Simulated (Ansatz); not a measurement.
Phonons of InCuS$_{2}$ (chalcopyrite) at Γ, N = (0.5, 0.0, 0.0), X = (0.5, 0.5, 0.0), M = (0.5, 0.5, 0.5).

InCuS2 (chalcopyrite)

```xyz
8
Lattice="-2.7885 2.7885 5.6172 2.7885 -2.7885 5.6172 2.7885 2.7885 -5.6172" Properties=species:S:1:pos:R:3 pbc="T T T"
Cu     0.0000     2.7885     2.8086
Cu     0.0000     0.0000     0.0000
In     2.7885     0.0000     2.8086
In     0.0000     0.0000     5.6172
S      1.3943     1.2272    -1.4043
S      1.3943     1.5613     4.2129
S      1.5613    -1.3943     7.0215
S      1.2272     4.1828     1.4043
```

Calculation: PBE (plane waves to 420 eV, PAW, scalar-relativistic; Ansatz, an electronic-structure program). Harmonic phonons by density-functional perturbation theory on a 8×8×8 k mesh, in cm⁻¹ and rounded to 5; i marks imaginary ones, q is in fractions of the reciprocal vectors of the cell shown, and the three acoustic modes at Γ are left out. At this level the bands of InCuS2 touch or barely overlap; measurements give the solid a gap. InCuS2 is run without spin polarisation. InCuS2 was relaxed with its symmetry unable to fall.

```
q                                                                                                                    wavenumbers (cm⁻¹)
-------------------  ------------------------------------------------------------------------------------------------------------------
Γ                                   70 (×2), 75, 85 (×2), 90, 135 (×2), 150, 220, 230 (×2), 265, 270, 275 (×2), 290 (×2), 295, 300, 300
N = (0.5, 0.0, 0.0)     55, 60, 65, 70, 70 (×2), 85, 90, 115, 115, 135, 135, 230, 240, 245, 245, 265, 270, 280, 280, 305, 305, 305, 310
X = (0.5, 0.5, 0.0)  50 (×2), 55 (×2), 60 (×2), 85 (×2), 125 (×2), 135 (×2), 235 (×2), 245 (×2), 270 (×2), 280 (×2), 295 (×2), 300 (×2)
M = (0.5, 0.5, 0.5)  55 (×2), 65 (×2), 65 (×2), 75 (×2), 110 (×2), 140 (×2), 235 (×2), 250 (×2), 275 (×2), 285 (×2), 290 (×2), 305 (×2)
```

The structure shows no imaginary mode at these points (lowest 50 cm⁻¹ at X = (0.5, 0.5, 0.0)); other wave vectors were not tested.

Highest mode: 310 cm⁻¹ at N = (0.5, 0.0, 0.0).
